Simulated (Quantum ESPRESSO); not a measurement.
## BP under changes of volume

One of the cells (11.682 Å³/atom); the others are scaled copies at fixed shape and fractional positions:

```xyz
2
Lattice="0.0000 2.2690 2.2690 2.2690 0.0000 2.2690 2.2690 2.2690 0.0000" Properties=species:S:1:pos:R:3 pbc="T T T"
P     3.4035    3.4035    3.4035
B     0.0000    0.0000    0.0000
```

* Program: Quantum ESPRESSO 7.5
* Functional: rev-vdW-DF2
* Potentials or basis: PseudoDojo 0.4.1 SR PBE standard
* Cutoff: 1034 eV
* Density cutoff: 4136 eV
* k mesh: 10 × 10 × 10
* Occupations: fermi-dirac, width 0.05 eV
* Spin: no spin polarisation

| volume (Å³/atom) | energy over the lowest point (meV/atom) | pressure (GPa) | gap on the mesh (eV) |
| --- | --- | --- | --- |
| 10.981 | 27.90 | 12.4 | 1.19 |
| 11.214 | 12.92 | 8.2 | 1.22 |
| 11.448 | ? | ? | ? |
| 11.682 | 0.00 | 0.9 | 1.27 |
| 11.915 | 1.04 | -2.3 | 1.29 |
| 12.149 | 6.47 | -5.2 | 1.31 |
| 12.383 | 15.91 | -7.8 | 1.33 |

Task: What does the run at 11.448 Å³/atom give?

Result: Energy over the lowest point 3.80 meV/atom; pressure 4.3 GPa; gap on the mesh 1.24 eV.

Worked out: A Birch-Murnaghan fit of order 3 (a polynomial in V^(-2/3)) to the other rows has its minimum at 11.75 Å³/atom with B0 = V·E''(V) = 162 GPa and B' = 3.9. It gives 3.78 meV/atom at 11.448 Å³/atom, against the run's 3.80, and -dE/dV = 4.4 GPa, against 4.3. A straight line through the other rows of the gap, of slope 1.16 eV per unit of ln V, gives 1.24 eV, against the run's 1.24.

Energies are extrapolated to zero smearing.

Caveats: the potentials were made for another functional, which shifts forces and pressure.

A mesh can miss the band edges.
